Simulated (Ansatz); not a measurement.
# Sn: the order of phases at one pressure

Which of bcc, hcp, dhcp, diamond, beta tin has the lowest enthalpy for Sn at one common pressure? The runs shown use LAPW. Companion runs by PAW are cited.

Computed with Ansatz 0.2.0 (DFT, PBE, all-electron LAPW, scalar-relativistic, unless a step's input says otherwise).

### Step 1. The starting structure

It takes space group Im-3m (No. 229, cubic). The conventional cell has a = 3.018 Å, b = 3.018 Å, c = 3.018 Å, α = 90.00°, β = 90.00°, γ = 90.00°. Around Sn (site symmetry m-3m) lie 8 Sn at 2.61 Å.

As a file:

```
CELL_PARAMETERS angstrom
-1.50925 1.50925 1.50925
1.50925 -1.50925 1.50925
1.50925 1.50925 -1.50925
ATOMIC_POSITIONS crystal
Sn 0.00000 0.00000 0.00000
```

### Step 2. Bcc relaxed under pressure, LAPW

Input file input.yaml:

```yaml
crystal:
  lattice:
    - [-1.5092452082, 1.5092452082, 1.5092452082]
    - [1.5092452082, -1.5092452082, 1.5092452082]
    - [1.5092452082, 1.5092452082, -1.5092452082]
  atoms:
    - { symbol: Sn, position: [0.0, 0.0, 0.0] }
kpoints:
  mp_grid: { grid: [18, 18, 18] }
scf:
  occupations: { method: fermi_dirac, width: 0.08 }
hamiltonian:
  xc: pbe
  pseudopotentials: { kind: all_electron, lapw: { basis_error: 0.0005 } }
output:
  forces: true
  stress: true
  eigenvalues: true
relax:
  f_tol: 0.005
  max_steps: 12
  cell: { p_target: 180.0, stress_tol: 0.09 }
```

The run is started by

```sh
$ ansatz run input.yaml --threads 1 --pin off --max-ram 3584MiB --backend cpu --events-out ev --progress --plain --runs-dir out
```

After this run come: Hcp relaxed under pressure, LAPW; Dhcp at the cell that PAW relaxed, LAPW; Diamond relaxed under pressure, LAPW; Beta tin relaxed under pressure, LAPW.

Before running it: what results should come out? Wanted: pressure; lowest (for each run or level that gives them).

**Answer**, as computed:

| quantity | value |
| --- | --- |
| pressure | 180 GPa |
| lowest (LAPW) | hcp, 3.8 meV/atom under bcc |
| lowest (PAW) | hcp, 3.3 meV/atom under bcc |

What this shows: By LAPW the order is hcp < bcc < dhcp < beta tin < diamond. By PAW the order is hcp < bcc < dhcp < beta tin < diamond. The methods agree on the lowest phase. Only these structures were tried, with electrons smeared by 0.08 eV and without vibrations, so the true ground state may be another. The k meshes differ between phases and weren't tested, which can move differences by some meV.
